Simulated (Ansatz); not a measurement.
Au:

```
Au
1.0
     0.00000    2.03500    2.03500
     2.03500    0.00000    2.03500
     2.03500    2.03500    0.00000
Au
1
Direct
  0.00000 0.00000 0.00000
```

Program: Ansatz 0.2.0. Alike in all runs: potentials or basis all-electron LAPW, scalar-relativistic; no spin polarisation; cell as given.

Order these runs on this cell by their pressure, lowest first.
A. level BLYP; k mesh 11 × 11 × 11; cutoff (eV) 249; smearing fermi-dirac 0.05 eV; basis error allowed 0.001 eV/atom; mesh quality not flagged
B. level LDA; k mesh 11 × 11 × 11; cutoff (eV) 249; smearing fermi-dirac 0.05 eV; basis error allowed 0.001 eV/atom; mesh quality not flagged
C. level PBE; k mesh 4 × 4 × 4; cutoff (eV) 231; smearing fermi-dirac 0.04 eV; basis error allowed 0.002 eV/atom; mesh quality coarse
D. level PBE; k mesh 11 × 11 × 11; cutoff (eV) 249; smearing gaussian 0.017 eV; basis error allowed 0.001 eV/atom; mesh quality not flagged

B (-3.1 GPa), D (10.8 GPa), C (13.2 GPa), A (22.5 GPa).

Caveats: some runs use coarse meshes; the k mesh is thin for a metal, which can move the energy by tens of meV per atom (some runs); so large a pressure means that the cell lies far from this level's equilibrium, or that cutoff or potentials fall short (some runs).
